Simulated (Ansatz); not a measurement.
Cd, DFT, PBE, PAW with Ansatz's default frozen-core files, scalar-relativistic (Ansatz 0.2.0), run on 1 thread of Arm Neoverse V1 on a shared host.

The cell was built from the diamond type and relaxed in the same program; it needn't be a known or the stable phase. The listed cell was then made from it by scaling, straining or moving an atom.

Command: `ansatz run input.yaml --threads 1 --pin off --max-ram 2048MiB --backend cpu --events-out ev --progress --plain --runs-dir out`

```yaml
crystal:
  lattice:
    - [0.0, 3.3947638117, 3.3947638117]
    - [3.3947638117, 0.0, 3.3947638117]
    - [3.3947638117, 3.3947638117, 0.0]
  atoms:
    - { symbol: Cd, position: [0.0, 0.0, 0.0] }
    - { symbol: Cd, position: [0.25, 0.25, 0.25] }
kpoints:
  mp_grid: { grid: [9, 9, 9] }
scf:
  occupations: { method: fermi_dirac, width: 0.08 }
hamiltonian:
  xc: pbe
  pseudopotentials: { kind: paw }
output:
  forces: true
  stress: true
  eigenvalues: true
  efg: { contact_densities: true }
```

Q: How large is the problem that the program sets up?

A: 35 irreducible k-points, 1471 plane waves at Γ, 24 bands.

Q: Estimate the wall time.

A: 4.6 s of wall time for 6 SCF iterations. Times on shared machines scatter by tens of per cent.

Q: And the same cell and mesh by LAPW (all electrons), asked for forces, stress, eigenvalues, on the same hardware?

A: 18 s.

Q: And the same cell and mesh by crystal-made all-electron datasets, asked for forces, stress, eigenvalues, efg, on the same hardware?

A: 5.2 s.
